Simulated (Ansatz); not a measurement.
# Ba (Im-3m) in Ansatz: notebook

The runs below take Ba through single point, with HISS+D4, PBE0+D3(BJ)-ATM.

Everything below comes from runs of Ansatz 0.2.0. Logs are shortened: lines on timing, memory, paths and dates and some standing lists are left out, and cuts for length are marked.

### 1 Starting point

Symmetry: Im-3m, No. 229, cubic system. The conventional cell has a = 5.013 Å, b = 5.013 Å, c = 5.013 Å, α = 90.00°, β = 90.00°, γ = 90.00°. Ba (site symmetry m-3m) is surrounded by 8 Ba at 4.34 Å.

### 2 Single point, HISS+D4 (cell strained at random at fixed volume)

input.yaml

```yaml
crystal:
  lattice:
    - [-2.458737, 2.43333, 2.453918]
    - [2.466134, -2.587583, 2.615568]
    - [2.473422, 2.602269, -2.608171]
  atoms:
    - { symbol: Ba, position: [-0.013336, -0.004153, -0.0105] }
hamiltonian:
  xc: hiss
  pseudopotentials: { kind: paw, source: jth }
  dispersion: d4
kpoints:
  mp_grid: { grid: [5, 5, 5] }
scf:
  occupations: { method: gaussian, width: 0.01 }
  exx: { singularity: none }
output:
  forces: true
  stress: true
  eigenvalues: true
  write_density: true
  write_potential: true
  elf: true
  volumetric_format: npy
```

Potentials or basis: JTH PAW.

Started as:

```
$ ansatz run input.yaml --threads 1 --pin off --max-ram 2560MiB --backend cpu --events-out ev --progress --plain --runs-dir out
```

Output:

```text
Warning: the checks of this Ba dataset prove no rule for summing its radial tables, as where they were carried onto another mesh than they were made on, and Gregory's rule is taken, under which a leading mesh point left out moves its sums only by what lay on the interval it spanned. That does not make them correct, and they differ from Quantum ESPRESSO's on this file; a re-export a fraction of a mesh step off can move them. hamiltonian.pseudopotentials.radial_quadrature: simpson_from_first_knot sums it by `pw.x`'s rule; on a PAW file no value gives `pw.x`'s numbers. What more to know: hamiltonian.pseudopotentials.radial_quadrature, in the input reference
Warning: the engine holds no damping parameters fitted to this dispersion correction and functional, so the run takes those fitted to hse06 (hamiltonian.dispersion, under Limitations)
Warning: output.stress: scf.convergence.dr2_threshold = 1e-7 eV (the SCF's general default) is looser than the 1e-10 eV advised for a printed stress (1e-10 eV for each atom of the cell: 1). What an SCF threshold leaves in a stress goes as its square root, and in the free energy as the threshold itself, and one threshold admits the most on a small cell: of the crystals measured, under no hybrid functional and no lock of the moments, on runs that ended without the residual-converged pass, on stresses that held no estimate of that error, the worst erred by over 100 MPa in a component at 1e-7 eV an atom and by under 5 at 1e-10. Set scf.convergence.dr2_threshold to 1e-10 eV or tighter. The threshold is an SCF's pass mark: one that does not reach it within its budget of iterations ends unconverged, or closes short of it on a stop that the run arms, and scf.convergence.dr2_threshold's page says what that costs each kind of run
Warning: output.stress: scf.exx.energy_threshold = 1e-6 eV is looser than the 1e-8 eV advised for a stress under a hybrid functional (1e-8 eV for each atom of the cell: 1). Every SCF of the exchange loop can meet its threshold on dr2 while the loop round them stops early: no threshold on dr2 bounds what that leaves in the stress. Set scf.exx.energy_threshold to 1e-8 eV or tighter. The threshold is the loop's pass mark: a loop that does not reach it within its budget of cycles ends unconverged, and scf.exx.energy_threshold's page has the law
Warning: RAYON_NUM_THREADS=1 ignored (pool sized by the plan → 1); use --threads N
Engine: ansatz 0.2.0, x86_64-unknown-linux-gnu
Pseudopotentials: kind: paw
Pseudopotential: Ba, paw, valence charge 10, recommended cutoff 660 eV (normal), Ba.paw.azcp
Functional definition: HISS
  parameter a = 0.6
  parameter omega_sr = 0.84/bohr
  parameter omega_lr = 0.20/bohr
  exchange = wpbe_x - a*(pbe_x_sr(omega_lr) - pbe_x_sr(omega_sr)) + a*(exact_x_sr(omega_lr) - exact_x_sr(omega_sr))
  correlation = pbe_c
Crystal: 1 atoms, lattice volume = 62.989 Å³
Basis set: ecut = 660 eV, 2431 PW (Γ), exchange–correlation on 72×80×80 points (8 copies of the dense FFT grid, shifted against one another)
Bands: 9, of which v1, the nominal top of the filled ones, is band 5 counted from 1 (4 counted from 0)
Symmetry: 2 space group operations
Space group: P-1 (ITA 2), of the structure as read, at distance tolerance 4.0e-5 Å
k-points: 63 of 125
Non-local potential: Ba, projectors of the file, l = 0: 2, l = 1: 2, l = 2: 2
PAW form: soft (Blöchl's): semilocal exchange-correlation on the pseudo side does not see the compensation charge
PAW frozen core: Ba, regenerated for the run's functional, and the local potential with it (the file was generated under x = pbe(κ = 0.804, μ = 0.2195149727645171), c = pbe(β = 0.06672455060314922))
PAW one-centre angular grid: Ba, 590 points (default); XC on 64 Gauss nodes
Initial density: superposition of atomic densities (chi_scale 0.1, normalization cell)
Initial wavefunctions: pseudopotential atomic-orbital guess
Functional: x = wpbeh, c = pbe(β = 0.06672455060314922), warm-up for x = wpbeh + 0.6 (exact − pbe) at middle range (ω = 1.5873699446856468 to 0.37794522492515403 Å⁻¹), c = pbe(β = 0.06672455060314922)
SCF iter   1: F=—  HF=-5930.404204 eV  |F-HF|=—  |Δ(HF+E_count)|=         —  Δρ=2.79e-2  dr2=1.65e-1  ethr=1.00e-1  ⟨swp⟩=3.7  Hψ=2022  notcnv=0
preconditioner: auto → none  [insulator: Δε(μ)=0.066 eV  Ē_g=2.841 eV  σ=0.010 eV  W_gap=0.64  n_scr=12 (ndim 8)  ℏωp=6.6 eV  f_vac=0.001  D(μ)=5.22/eV (n_scr^D=56)]
SCF iter   2: F=—  HF=-5930.328966 eV  |F-HF|=—  |Δ(HF+E_count)|=   7.52e-2  Δρ=1.34e-2  dr2=3.45e-2  ethr=1.65e-3  ⟨swp⟩=3.5  Hψ=1356  notcnv=0  defer=10
iter 3 solved again at ethr=9.35e-6 eV; its pass at ethr=3.45e-4 eV (dr2=9.35e-4 eV) is discarded
SCF iter   3: F=—  HF=-5930.310874 eV  |F-HF|=—  |Δ(HF+E_count)|=   1.81e-2  Δρ=1.51e-3  dr2=1.12e-3  ethr=9.35e-6  ⟨swp⟩=4.3  Hψ=2923  notcnv=0  defer=35
eigensolver tolerance schedule calibrated: the retry pair's looser diagonalisation under-reported the residual by θ = 0.16 (0.10/decade); ethr = c·dr2/N_el runs at the constant in force after the calibration composes with the one it found (an armed cap, an earlier calibration), c = 9.3e-2
SCF iter   4: F=—  HF=-5930.310891 eV  |F-HF|=—  |Δ(HF+E_count)|=   1.73e-5  Δρ=8.30e-4  dr2=5.51e-4  ethr=9.35e-6  ⟨swp⟩=3.4  Hψ=1726  notcnv=0  defer=13
SCF iter   5: F=—  HF=-5930.310627 eV  |F-HF|=—  |Δ(HF+E_count)|=   2.64e-4  Δρ=1.63e-4  dr2=1.75e-5  ethr=5.12e-6  ⟨swp⟩=3.1  Hψ=1339  notcnv=0  defer=8
SCF iter   6: F=—  HF=-5930.310620 eV  |F-HF|=—  |Δ(HF+E_count)|=   6.78e-6  Δρ=1.91e-5  dr2=1.39e-7  ethr=1.62e-7  ⟨swp⟩=3.1  Hψ=1216  notcnv=0  defer=4
SCF iter   7: F=—  HF=-5930.310620 eV  |F-HF|=—  |Δ(HF+E_count)|=  1.86e-10  Δρ=8.85e-6  dr2=1.75e-8  ethr=1.30e-9  ⟨swp⟩=3.6  Hψ=1245  notcnv=0  defer=2
SCF iter   8: F=—  HF=-5930.310620 eV  |F-HF|=—  |Δ(HF+E_count)|=   8.39e-9  Δρ=1.58e-6  dr2=8.70e-10  ethr=1.62e-10  ⟨swp⟩=2.1  Hψ=901  notcnv=0  defer=2
SCF iter   9: F=-5930.310620 eV  HF=-5930.310620 eV  |F-HF|=7.28e-12  |Δ(HF+E_count)|=  1.97e-10  Δρ=2.11e-7  dr2=2.63e-11  ethr=8.08e-12  ⟨swp⟩=3.1  Hψ=1134  notcnv=0  defer=2
SCF 1 converged in 9 iterations: F = -5930.310620 eV  dr2 = 2.63e-11
Initial density: handed on by an earlier stage of this run
Initial wavefunctions: those handed on with the density
Functional: x = wpbeh + 0.6 (exact − pbe) at middle range (ω = 1.5873699446856468 to 0.37794522492515403 Å⁻¹), c = pbe(β = 0.06672455060314922)
[... 76 lines left out ...]
SCF iter   3: F=—  HF=-5933.503179 eV  |F-HF|=—  |Δ(HF+E_count)|=   5.84e-7  Δρ=2.49e-5  dr2=2.84e-6  ethr=2.69e-8  ⟨swp⟩=2.0  Hψ=887  notcnv=0  defer=2
SCF iter   4: F=—  HF=-5933.503184 eV  |F-HF|=—  |Δ(HF+E_count)|=   4.87e-6  Δρ=2.79e-5  dr2=2.87e-6  ethr=1.07e-8  ⟨swp⟩=3.3  Hψ=994  notcnv=0
SCF iter   5: F=—  HF=-5933.503186 eV  |F-HF|=—  |Δ(HF+E_count)|=   1.64e-6  Δρ=2.94e-5  dr2=2.31e-6  ethr=1.07e-8  ⟨swp⟩=2.0  Hψ=885  notcnv=0
iter 6 solved again at ethr=7.33e-10 eV; its pass at ethr=1.07e-8 eV (dr2=7.33e-8 eV) is discarded
SCF iter   6: F=—  HF=-5933.503186 eV  |F-HF|=—  |Δ(HF+E_count)|=   1.46e-8  Δρ=7.88e-6  dr2=3.30e-7  ethr=7.33e-10  ⟨swp⟩=2.3  Hψ=1816  notcnv=0  defer=11
SCF iter   7: F=-5933.503186 eV  HF=-5933.503186 eV  |F-HF|=3.28e-9  |Δ(HF+E_count)|=   4.16e-7  Δρ=2.28e-6  dr2=1.89e-8  ethr=7.32e-10  ⟨swp⟩=3.4  Hψ=1252  notcnv=0  defer=4
SCF 8 converged in 7 iterations: F = -5933.503186 eV  dr2 = 1.89e-8
hybrid outer 1: dexx = +4.608e-5 eV, tail = 3.85e-8 eV
Exchange kernel: α = 0.0000 at short range, 0.6000 at middle range (ω = 1.5874, 0.3779 Å⁻¹), several ranges, finite q→0 limit: no correction, no radius, q-mesh 5×5×5, nearest image of the exchange supercell L = 21.21 Å, pair-density grid 30×30×32, without the augmentation charges, whose exchange is taken in its separable form by FFT convolution over the k-point mesh (the finest that the files' search goes to), smooth part of the exact exchange by density-matrix convolution
Frozen-core exchange: fock
SCF iter   1: F=—  HF=-5933.503186 eV  |F-HF|=—  |Δ(HF+E_count)|=         —  Δρ=2.99e-6  dr2=1.92e-8  ethr=1.92e-9  ⟨swp⟩=5.9  Hψ=1765  notcnv=0
preconditioner: auto → Kerker (q_TF=auto, 2.008 Å⁻¹)  [metal: Δε(μ)=0.001 eV  Ē_g=3.395 eV  σ=0.010 eV  W_gap=0.03  n_scr=12 (ndim 8)  ℏωp=6.6 eV  f_vac=0.002  D(μ)=3.61/eV (n_scr^D=42)]
SCF iter   2: F=—  HF=-5933.503186 eV  |F-HF|=—  |Δ(HF+E_count)|=   1.65e-8  Δρ=3.73e-6  dr2=2.61e-8  ethr=9.43e-11  ⟨swp⟩=2.9  Hψ=964  notcnv=0  defer=4
SCF iter   3: F=—  HF=-5933.503186 eV  |F-HF|=—  |Δ(HF+E_count)|=   4.33e-9  Δρ=3.87e-6  dr2=2.65e-8  ethr=9.43e-11  ⟨swp⟩=2.3  Hψ=921  notcnv=0  defer=12
SCF iter   4: F=-5933.503186 eV  HF=-5933.503186 eV  |F-HF|=2.21e-10  |Δ(HF+E_count)|=   8.14e-9  Δρ=7.11e-7  dr2=4.64e-10  ethr=9.43e-11  ⟨swp⟩=3.2  Hψ=994  notcnv=0  defer=4
SCF 9 converged in 4 iterations: F = -5933.503186 eV  dr2 = 4.64e-10
  Residual-converged pass: ⟨swp⟩=3.1  Hψ=1140  notcnv=0  max |occ|·‖R‖ = 2.4e-6 eV (tolerance 2.4e-6 eV)  dr2=4.68e-10  dr2_onsite=3.60e-12  max |Δocc| = 3.3e-11
hybrid outer 2: dexx = +3.760e-8 eV, tail = 1.07e-9 eV, Δε = 2.08e-4 eV (about 3.97e-5 eV left of the loop's levels)
exact exchange: an outer loop of this run ended on a state whose frontier levels can be filled otherwise, and a further loop was made from that state with electrons moved between them. It converged no lower than the two loops' stops tell apart, in 11 SCF iterations, so its state is not used
hybrid SCF converged: 4 outer / 20 inner (+9 warm-up), last move |dexx| = 3.18e-7 eV, tail = 1.29e-8 eV
Stability not checked: this state was not tested for a lower state beside it, because the functional holds exact exchange (a hybrid, or Hartree-Fock), whose exchange loop this test does not read (fock_operator; see scf.lower_state_search)
Free energy (F): -5933.503186 eV
Frozen-core exchange: fock
Harris-Foulkes:  -5933.503186 eV  (|F-HF|=3.09e-10)
Internal energy: -5933.503006 eV  (E = F + TS)
E sigma→0 (E₀):  -5933.503096 eV
Entropy (-TS):   -0.000180 eV (-0.180 meV/atom)
Fermi energy:    6.049195 eV
--- Per-component energies (eV) ---
  E_band       = -104.205326
  E_kinetic    = 243.508926
  E_local      = -302.675942  (includes V_loc(G=0)·N_el)
  E_nonlocal   = -95.068902
  E_hartree    = 115.341348
  E_xc         = -200.807709
  E_vxc        = -174.348511  (∫ρ·V_xc dr)
  E_exx        = -24.952597  (= α·E_x^exact, valence–valence)
  E_paw        = -5146.196052  (= ΣΔE_a)
  E_vpaw       = 43.601495  (= ΣTr[D̂ρ^β])
  E_aug_tail   = -0.000029  (compensation charges beyond the density's cutoff)
  E_ewald      = -522.457834
  E_disp       = -0.158600  (pairwise vdW)
  E_core_change = -0.035614  (= ΣΔE_core)
  E_smearing   = -0.000180  (= −TS)
  E_closure    = -0.000000  (closes the sum)
  Σ components = -5933.503186   (vs F -5933.503186, Δ=0.00e0)
--- Forces (eV/Å), atoms counted from 1 ---
  atom   1  Ba     0.00000000     0.00000000     0.00000000
  max |Σ_I F_I| component: 0.00e0 eV/Å
--- Stress (GPa, compression-positive) ---
        0.418700      -0.055743      -0.039008
       -0.055743       0.300647       0.262853
       -0.039007       0.262853       0.321789
  P = ⅓ Tr σ = 0.3470 GPa (3.470 kbar)
--- Band table (eV; the first three rows and the last of 63) ---
  k-point 0: bands = ["-26.8602", "-9.9275", "-9.9102", "-9.8876", "2.6581", "8.1974", "8.2487", "8.6923", "9.8339"]
  k-point 1: bands = ["-26.8399", "-10.1066", "-9.9679", "-9.9049", "3.4745", "7.7272", "7.7885", "9.1508", "9.6600"]
  k-point 2: bands = ["-26.8067", "-10.4011", "-10.0508", "-9.9122", "4.8827", "7.0515", "7.1287", "10.0126", "10.3440"]
  k-point 62: bands = ["-26.8096", "-10.3521", "-10.0332", "-9.9349", "4.7946", "6.8441", "7.2965", "9.5896", "10.4134"]
```

Wall time 14 min (1 thread of AMD EPYC 9R45 (Zen 5), shared host); peak memory 2.2 GiB.

What came out:

```
Free energy            : -5933.5032 eV
Pressure               : 0.3 GPa
Band gap on the k mesh : none (metal or under the smearing width)
```

Levels at points of the mesh, in eV from the Fermi level:
```csv
k point,band 1,band 2,band 3,band 4,band 5,band 6,band 7,band 8,band 9
"(0.00, 0.00, 0.00)",-32.91,-15.98,-15.96,-15.94,-3.39,2.15,2.20,2.64,3.78
```

Caveat: the k mesh is coarse (spacing up to 0.36 Å⁻¹), so the values aren't converged, least of all with exact exchange; this barium file gives pressures and gaps apart from those of other sets; pairwise dispersion overbinds metals, which lowers pressure and volume; the dispersion damping was fitted for another functional or another form of the correction; the thresholds are loose for stress. Spin-orbit coupling is left out, which matters for the levels of Ba.

(Continued in part 2 of 2.)
